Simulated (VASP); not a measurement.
Crystal: Au.

```
CELL_PARAMETERS angstrom
2.90000 0.00000 0.00000
-1.45000 2.51147 0.00000
0.00000 0.00000 4.88000
ATOMIC_POSITIONS crystal
Au 0.66667 0.33333 0.25000
Au 0.33333 0.66667 0.75000
```

This isn't the form of Au at room conditions, which is fcc.

```yaml
Program: VASP 6.6.1
Task: relaxation of cell and atoms
Functional: TPSS
Potentials_or_basis: VASP PAW PBE potentials, release 64 (Au)
Cutoff: 600 eV
k_mesh: 11 × 11 × 6
Occupations: methfessel-paxton, width 0.1 eV
Spin: no spin polarisation
```

At the start: pressure -2.5 GPa; volume 17.77 Å³/atom.

Where does the relaxation end?

Over 5 steps the energy falls by 3.3 meV/atom and the volume is 17.47 Å³/atom (-1.7 %); space group P6_3/mmc (No. 194, to 0.05 Å).

The path:
```csv
step,energy change (eV),largest force (eV/Å),pressure (GPa),volume (Å³)
1,0.0000,0.0000,-2.47,35.54
2,0.0038,0.0000,4.02,34.15
3,-0.0053,0.0000,0.18,34.93
4,-0.0063,0.0000,0.12,34.93
5,-0.0065,0.0000,0.07,34.94
```

Final structure:
```
Au
1.0
     2.89863    0.00000    0.00000
    -1.44931    2.51029    0.00000
     0.00000    0.00000    4.80128
Au
2
Direct
  0.66667 0.33333 0.25000
  0.33333 0.66667 0.75000
```

Caveat: the PAW data sets were made with another functional, which shifts forces and pressure a little.
